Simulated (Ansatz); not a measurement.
Geometry optimisation, DFT PBE-D3(BJ), scalar-relativistic, plane waves, PAW (Ansatz 0.2.0).

The input (input.yaml):

```yaml
crystal:
  lattice:
    - [11.18, 0.0, 0.0]
    - [0.0, 11.18, 0.0]
    - [0.0, 0.0, 11.18]
  atoms:
    - { symbol: Rb, position: [0.0, 0.0, 0.0] }
    - { symbol: Rb, position: [0.5, 0.0, 0.0] }
    - { symbol: Rb, position: [0.0, 0.5, 0.0] }
    - { symbol: Rb, position: [0.0, 0.0, 0.5] }
    - { symbol: Rb, position: [0.25, 0.25, 0.25] }
    - { symbol: Rb, position: [0.5, 0.5, 0.0] }
    - { symbol: Rb, position: [0.5, 0.0, 0.5] }
    - { symbol: Rb, position: [0.75, 0.25, 0.25] }
    - { symbol: Rb, position: [0.0, 0.5, 0.5] }
    - { symbol: Rb, position: [0.25, 0.75, 0.25] }
    - { symbol: Rb, position: [0.25, 0.25, 0.75] }
    - { symbol: Rb, position: [0.5, 0.5, 0.5] }
    - { symbol: Rb, position: [0.75, 0.75, 0.25] }
    - { symbol: Rb, position: [0.75, 0.25, 0.75] }
    - { symbol: Rb, position: [0.25, 0.75, 0.75] }
    - { symbol: Rb, position: [0.75, 0.75, 0.75] }
    - { symbol: Rb, position: [0.2446101, 0.6243803, 0.0028321] }
basis:
  ecutwfc: 420.0
kpoints:
  mp_grid: { grid: [2, 2, 2] }
hamiltonian:
  xc: pbe
  dispersion: d3bj
scf:
  occupations: { method: gaussian, width: 0.1 }
  lower_state_search: "off"
relax:
  f_tol: 0.03
  max_steps: 60
  adjacent_minimum: "off"
```

Command:

```bash
$ ansatz run input.yaml --threads 4 --pin off --max-ram 10240MiB --backend cpu --events-out ev --progress --plain --runs-dir out
```

Problem. Where does it end, and by what steps?

Solution. It converged. The force dipped under the threshold on the way, but the program's further checks kept it going. Limits of this set-up: coarse k mesh, a small cell, in which the defect meets its images. After 9 steps the energy has fallen by 1.624 eV; Rb3 moved furthest, 1.21 Å. Parted: Rb3–Rb10 (4.84 → 6.79 Å), Rb3–Rb15 (4.84 → 6.54 Å), Rb6–Rb10 (4.84 → 6.29 Å), Rb6–Rb15 (4.84 → 6.05 Å).

```json
{"step": "0", "energy less start (eV)": "0.0000", "largest force component (eV/Å)": "1.192", "accepted": "yes"}
{"step": "1", "energy less start (eV)": "-0.6095", "largest force component (eV/Å)": "0.831", "accepted": "yes"}
{"step": "2", "energy less start (eV)": "-1.1501", "largest force component (eV/Å)": "0.496", "accepted": "yes"}
{"step": "3", "energy less start (eV)": "-1.4653", "largest force component (eV/Å)": "0.246", "accepted": "yes"}
{"step": "4", "energy less start (eV)": "-1.5908", "largest force component (eV/Å)": "0.051", "accepted": "yes"}
{"step": "5", "energy less start (eV)": "-1.6103", "largest force component (eV/Å)": "0.011", "accepted": "yes"}
{"step": "6", "energy less start (eV)": "-1.6128", "largest force component (eV/Å)": "0.008", "accepted": "yes"}
{"step": "7", "energy less start (eV)": "-1.6139", "largest force component (eV/Å)": "0.009", "accepted": "yes"}
{"step": "8", "energy less start (eV)": "-1.6194", "largest force component (eV/Å)": "0.014", "accepted": "yes"}
{"step": "9", "energy less start (eV)": "-1.6243", "largest force component (eV/Å)": "0.023", "accepted": "yes"}
```

```xyz
17
Lattice="11.1800 0.0000 0.0000 0.0000 11.1800 0.0000 0.0000 0.0000 11.1800" Properties=species:S:1:pos:R:3
Rb -0.119 0.034 -0.028
Rb 5.758 -0.018 -0.027
Rb -0.630 4.562 -0.032
Rb -0.320 0.075 5.648
Rb 2.851 2.772 2.923
Rb 5.997 5.028 -0.027
Rb 6.031 -0.101 5.654
Rb 8.264 2.764 3.149
Rb 0.212 5.767 5.518
Rb 2.859 9.295 3.359
Rb 2.850 2.798 8.234
Rb 5.444 5.862 5.515
Rb 8.532 8.184 2.602
Rb 8.260 2.851 7.972
Rb 2.852 9.067 7.930
Rb 8.537 8.136 8.547
Rb 2.437 6.987 0.176
```

Time of the run: 90 s on 4 threads of Intel(R) Xeon(R) Platinum 8488C (Sapphire Rapids) (shared host), peak memory 3 GiB.
